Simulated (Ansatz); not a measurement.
# ZnS: the cost of one run

Method: DFT PBE, scalar-relativistic, plane waves, PAW, in Ansatz 0.2.0.

## (1) The system as given

It takes space group Pmmn (No. 59, orthorhombic). Conventional cell: a = 4.514 Å, b = 7.504 Å, c = 5.813 Å, α = 90.00°, β = 90.00°, γ = 90.00°. Zn (site symmetry -1) is surrounded by 2 Zn at 2.26 Å. Around S (site symmetry m) lie 1 S at 2.07 Å.

Structure file:

```cif
data_structure
_symmetry_space_group_name_H-M 'P 1'
_symmetry_Int_Tables_number 1
_cell_length_a 4.5141
_cell_length_b 7.5038
_cell_length_c 5.8126
_cell_angle_alpha 90.000
_cell_angle_beta 90.000
_cell_angle_gamma 90.000
_cell_volume 196.89
loop_
_atom_site_label
_atom_site_type_symbol
_atom_site_fract_x
_atom_site_fract_y
_atom_site_fract_z
_atom_site_occupancy
Zn1 Zn 0.75000 0.75000 0.50000 1
Zn2 Zn 0.25000 0.25000 0.50000 1
Zn3 Zn 0.75000 0.25000 0.50000 1
Zn4 Zn 0.25000 0.75000 0.50000 1
S1 S 0.27120 0.00000 0.02837 1
S2 S 0.72880 0.00000 0.02837 1
S3 S 0.22880 0.50000 0.97163 1
S4 S 0.77120 0.50000 0.97163 1
```

The cell is invented: random cell by space group and Wyckoff sites (Pmmn, No. 59). Its size is a rough estimate.

## (2) Probe: one point on a coarse mesh

input.yaml reads:

```yaml
crystal:
  lattice:
    - [4.51411014, 0.0, 0.0]
    - [0.0, 7.50380644, 0.0]
    - [0.0, 0.0, 5.81255778]
  atoms:
    - { symbol: Zn, position: [0.75, 0.75, 0.5] }
    - { symbol: Zn, position: [0.25, 0.25, 0.5] }
    - { symbol: Zn, position: [0.75, 0.25, 0.5] }
    - { symbol: Zn, position: [0.25, 0.75, 0.5] }
    - { symbol: S, position: [0.27119679, 0.0, 0.02836715] }
    - { symbol: S, position: [0.72880321, 0.0, 0.02836715] }
    - { symbol: S, position: [0.22880321, 0.5, 0.97163285] }
    - { symbol: S, position: [0.77119679, 0.5, 0.97163285] }
basis:
  ecutwfc: 420
kpoints:
  mp_grid: { grid: [4, 2, 4] }
hamiltonian:
  xc: pbe
scf:
  occupations: { method: gaussian, width: 0.1 }
  lower_state_search: "off"
output:
  forces: true
  stress: true
  eigenvalues: true
```

The run is started by

```console
$ ansatz run input.yaml --threads 1 --pin off --max-ram 2560MiB --backend cpu --events-out ev --progress --plain --runs-dir out
```

What time and memory should one allow on 1 thread of Intel Xeon at 2.70GHz, shared host?

About 9.9 s, with a peak of 0.49 GiB.
